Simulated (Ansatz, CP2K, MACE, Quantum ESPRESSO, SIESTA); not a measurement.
# Structure and levels of amorphous Al2O3 at 3.14 g/cm³ (90 atoms) across programs

Aim: relax amorphous Al2O3 at 3.14 g/cm³ (90 atoms), then compare forces, pressure and levels from several programs at that geometry.

All numbers are calculated, not measured.

### 1. Set-up

The cell holds 90 atoms (36 Al and 54 O), with edges of 9.90, 9.90 and 9.90 Å. Recipe: 90 atoms (36 Al, 54 O) placed at random at 3.14 g/cm³, melted at 5000 K for 10 ps at fixed volume with the Morse and Coulomb pair potential with partial charges (Pedone, Malavasi, Menziani, Cormack and Segre, J. Phys. Chem. B 110, 11780 (2006)). Quenched from 5000 K to 300 K at 50 K/ps and fixed volume, held 5 ps, then minimised at fixed cell. Then the atoms were relaxed with MACE MP-0b3 medium in the fixed cell. Then the atoms were relaxed with CP2K double zeta, PBE.

Measured values to set the calculation against. The mean number of oxygen atoms around aluminium in anodized alumina glass was determined from the peak areas of a solid-state aluminium NMR spectrum (“Structure of alumina glass”, 2022, PMC8752723): number of O about Al 4.73.

### 2. The relaxation

CP2K double zeta (DZVP-MOLOPT-SR, GTH-PBE potentials, 480 Ry; k-points Γ) took 9 geometry steps and reached its thresholds. It started from the geometry that MACE MP-0b3 medium had relaxed.

Wall time 4.5 min (8 threads of Intel Xeon at 2.60GHz (Ice Lake), shared host); peak memory 1.4 GiB.

|  | before | after |
| --- | --- | --- |
| energy (meV/atom) | 0 | -1.1 |
| Al-O bonds under 2.27 Å | 157 at 1.834 Å | 158 at 1.838 Å |

Atoms moved by 0.02 Å r.m.s. and 0.04 Å at most, with the common shift taken off.

### 3. Local order after relaxation

Density 3.14 g/cm³, 10.78 Å³ an atom.

Pair distribution functions g(r), in bins of 0.1 Å:

| r (Å) | total | O-O | O-Al | Al-Al |
| --- | --- | --- | --- | --- |
| 1.65 | 0.00 | 0.00 | 0.00 | 0.00 |
| 1.75 | 3.19 | 0.00 | 6.64 | 0.00 |
| 1.85 | 4.33 | 0.00 | 9.02 | 0.00 |
| 1.95 | 1.22 | 0.00 | 2.54 | 0.00 |
| 2.05 | 0.14 | 0.00 | 0.28 | 0.00 |
| 2.15 | 0.04 | 0.00 | 0.09 | 0.00 |
| 2.25 | 0.04 | 0.00 | 0.08 | 0.00 |
| 2.35 | 0.03 | 0.00 | 0.07 | 0.00 |
| 2.45 | 0.35 | 0.70 | 0.20 | 0.00 |
| 2.55 | 0.35 | 0.74 | 0.18 | 0.00 |
| 2.65 | 0.98 | 2.41 | 0.17 | 0.17 |
| 2.75 | 1.44 | 3.15 | 0.16 | 1.43 |
| 2.85 | 1.34 | 2.86 | 0.30 | 1.02 |
| 2.95 | 1.63 | 3.48 | 0.36 | 1.23 |
| 3.05 | 1.46 | 2.17 | 0.42 | 2.94 |
| 3.15 | 1.49 | 1.44 | 0.76 | 3.84 |
| 3.25 | 1.21 | 1.06 | 0.86 | 2.61 |
| 3.35 | 0.90 | 0.62 | 0.67 | 2.23 |
| 3.45 | 0.88 | 0.40 | 1.03 | 1.50 |
| 3.55 | 1.05 | 0.50 | 1.42 | 1.14 |
| 3.65 | 1.10 | 0.79 | 1.55 | 0.45 |
| 3.75 | 0.87 | 0.68 | 1.16 | 0.43 |
| 3.85 | 0.92 | 0.50 | 1.31 | 0.65 |
| 3.95 | 0.91 | 0.38 | 1.43 | 0.53 |
| 4.05 | 0.78 | 0.26 | 1.24 | 0.58 |
| 4.15 | 1.06 | 0.58 | 1.61 | 0.48 |
| 4.25 | 1.09 | 0.61 | 1.45 | 1.06 |
| 4.35 | 1.13 | 0.59 | 1.55 | 1.07 |
| 4.45 | 0.97 | 0.56 | 1.30 | 0.90 |
| 4.55 | 1.06 | 0.69 | 1.49 | 0.57 |
| 4.65 | 0.97 | 1.18 | 0.94 | 0.61 |
| 4.75 | 0.94 | 1.22 | 0.84 | 0.63 |
| 4.85 | 1.01 | 1.19 | 0.83 | 1.12 |

Bonds by pair of elements; cutoffs follow the first minimum of g(r), held within bounds set by covalent radii, and pairs that aren't listed don't count as bonded:

| pair A-B | cutoff (Å) | bonds | mean length (Å) | spread (Å) | shortest (Å) | B about A | A about B |
| --- | --- | --- | --- | --- | --- | --- | --- |
| O-Al | 2.27 | 158 | 1.84 | 0.077 | 1.70 | 2.93 | 4.39 |

How many atoms have how many bonded neighbours:

| element | mean | 2 | 3 | 4 | 5 | 6 |
| --- | --- | --- | --- | --- | --- | --- |
| Al | 4.39 | 0 | 0 | 23 | 12 | 1 |
| O | 2.93 | 5 | 48 | 1 | 0 | 0 |

Bond angles (no mean is given where the spread exceeds 20°):

| angle | count | mean (°) | spread (°) |
| --- | --- | --- | --- |
| O-Al-O | 273 | - | - |
| Al-O-Al | 155 | 118 | 16.5 |

Oxygen atoms by the number of network formers (Si, P, Ge, B, Al, As, Ga) bound to them:

| network formers bound to O | O atoms | per cent |
| --- | --- | --- |
| 0 | 0 | 0 |
| 1 | 0 | 0 |
| 2 | 5 | 9.3 |
| 3 | 48 | 88.9 |
| 4 | 1 | 1.9 |

Network units: each former by its oxygen neighbours and how many of them bridge to another former:

| former | O neighbours | bridging O | atoms |
| --- | --- | --- | --- |
| Al | 4 | 4 | 23 |
| Al | 5 | 5 | 12 |
| Al | 6 | 6 | 1 |

Bond length by coordination (bonds to H left out):

| element | coordination | atoms | mean bond length (Å) |
| --- | --- | --- | --- |
| Al | 4 | 23 | 1.80 |
| Al | 5 | 12 | 1.89 |
| Al | 6 | 1 | 1.96 |
| O | 2 | 5 | 1.74 |
| O | 3 | 48 | 1.84 |
| O | 4 | 1 | 1.92 |

Rings of the network by King's shortest-path rule, up to 12 atoms, one path for each pair of neighbours; H, halogens, alkali and alkaline-earth atoms are left out, and the last column divides by all other atoms, bonded or not:

| ring size (atoms) | rings | per network atom |
| --- | --- | --- |
| 4 | 14 | 0.156 |
| 6 | 36 | 0.4 |
| 8 | 87 | 0.967 |
| 10 | 19 | 0.211 |
| 12 | 2 | 0.022 |

For some of the pairs, g(r) has its first main peak near 1.8 Å (O-Al). By these cutoffs 64 % of Al atoms have 4 and 89 % of O atoms have 3 bonded neighbours. 9 % of the oxygens bridge two formers (Al) and 0 % are non-bridging; 89 % join three; 2 % join four. The commonest Al unit has 4 oxygens, 4 of them shared with other formers (23 of 36 atoms). Bonds at O atoms with 2 neighbours average 1.74 Å, against 1.84 Å at those with 3. Rings of 8 atoms are the most common (55 % of those counted); sizes run from 4 to 12, where the search stops.

Against the measurements quoted at the start:

| quantity | measured | this cell | difference | method of the measurement |
| --- | --- | --- | --- | --- |
| number of O about Al | 4.73 | 4.39 | -7.2 % | 27Al MAS NMR |

The cell differs from the measured neighbour counts by up to 7.2 %. The network descends from the steps of the recipe above, so the comparison tests them together. Our coordination numbers hang on a cutoff, and experiments count neighbours in their own ways.

### 4. The plane-wave reference

Quantum ESPRESSO 7.5: Kohn-Sham DFT, PBE, SSSP efficiency 1.3.0 pseudopotentials, plane waves. Its input for the relaxed cell:

```
&control
  calculation = 'scf'
  pseudo_dir = './pseudo'
  outdir = './tmp'
  disk_io = 'none'
  tprnfor = .true.
  tstress = .true.
/
&system
  ibrav = 0
  nat = 90
  ntyp = 2
  ecutwfc = 60
  ecutrho = 480
  nosym = .true.
  occupations = 'smearing'
  smearing = 'fd'
  degauss = 0.003675
/
&electrons
  conv_thr = 4.5e-07
  electron_maxstep = 100
  mixing_beta = 0.4
  mixing_mode = 'plain'
  diagonalization = 'david'
/
ATOMIC_SPECIES
Al 26.982 Al.upf
O 15.999 O.upf
CELL_PARAMETERS angstrom
9.89980 0.00000 0.00000
0.00000 9.89980 0.00000
0.00000 0.00000 9.89980
ATOMIC_POSITIONS crystal
Al 0.17626 0.42519 0.71263
Al 0.57021 0.97411 0.76095
Al 0.25451 0.78219 0.91621
[... 85 atom lines left out ...]
O 0.56356 0.56987 0.02904
O 0.08829 0.39978 0.87357
K_POINTS gamma
```

Wall time 85 s (8 MPI ranks of Intel Xeon at 2.60GHz (Ice Lake), shared host); peak memory 3.8 GiB.

### 5. Side by side

CPU times are from a shared host and are rough.

| level | basis or training data | k-points | own r.m.s. force (meV/Å) | difference from the reference (meV/Å) | pressure (GPa) | Kohn-Sham gap (eV) | CPU time | memory (GiB) |
| --- | --- | --- | --- | --- | --- | --- | --- | --- |
| QE, PBE | plane waves, SSSP efficiency, 60/480 Ry | Γ | 66 | - | -0.82 | 3.44 | 11 min | 3.8 |
| CP2K triple zeta, PBE | TZV2P-UZH, GTH-PBE potentials, 600 Ry | Γ | 81 | 67 | -2.69 | 3.44 | 20 min | 5.3 |
| SIESTA DZP, PBE | DZP orbitals, shift 0.01 Ry, mesh 400 Ry | Γ | 117 | 94 | 1.62 | 3.38 | 9.2 min | 2.4 |
| MACE MP-0b3 medium | trained on PBE(+U) plane-wave data | - | 63 | 30 | -1.33 | - | 8.7 s | 1.2 |

The gap is the spacing of the highest filled and lowest empty Kohn-Sham level on the mesh; a dash marks partly filled levels, a spacing under 0.15 eV or a method without such levels.

### 6. Findings

Relaxation in the fixed cell lowers the energy by 1 meV/atom at its own level and moves atoms by up to 0.04 Å. By the cutoffs of the final cell 1 bond formed and 0 were lost, leaving 158. The reference finds an r.m.s. force of 66 meV/Å there and a pressure of -0.82 GPa, at a geometry that CP2K double zeta made.

Forces differ from the reference's by 30 meV/Å (MACE MP-0b3 medium), 67 meV/Å (CP2K triple zeta, PBE) and 94 meV/Å (SIESTA DZP, PBE). CP2K double zeta is at its own minimum here, so the reference's force is itself a measure of how the two differ. Pressures lie -0.5 GPa (MACE MP-0b3 medium), -1.9 GPa (CP2K triple zeta, PBE) and +2.4 GPa (SIESTA DZP, PBE) from the reference's. The highest filled and lowest empty levels lie 3.44 eV apart in the reference, against 3.44 eV in CP2K triple zeta, PBE and 3.38 eV in SIESTA DZP, PBE. By these cutoffs 64 % of Al atoms have 4 and 89 % of O atoms have 3 bonded neighbours. 9 % of the oxygens bridge two formers (Al) and 0 % are non-bridging; 89 % join three; 2 % join four.

**Limits.** The density was set by the recipe and held. One sample of a disordered cell; defect or tail levels can set the gap. Gaps are read on the mesh, which holds the band edges only if they fold onto it, and semilocal functionals tend to put them under measured ones. The quench rate of 50 K/ps is many orders above laboratory rates, so the cell is likely richer in defects and strain than a real sample. The reference samples only Γ, in a cell whose shortest periodic width is 10 Å. The plane-wave runs aren't exact: their cutoffs and mesh weren't converged further here. SIESTA's automatically made basis is far from complete, and its potentials were converted by us (checked for H, C, O, Si, Ge and Ca alone). Where levels are smeared, the DFT runs use Fermi–Dirac occupations at 580 K (0.05 eV), and energies are free energies.

[Logs are printed without paths, hosts, clocks, repeated set-up lines and the standing remarks that a program may print on its own settings, such as how far it seeks lower states.]

[Hosts, paths, dates, database ids (printed as entryN), source tags and the programs' standing remarks are cut or masked in the printed files.]
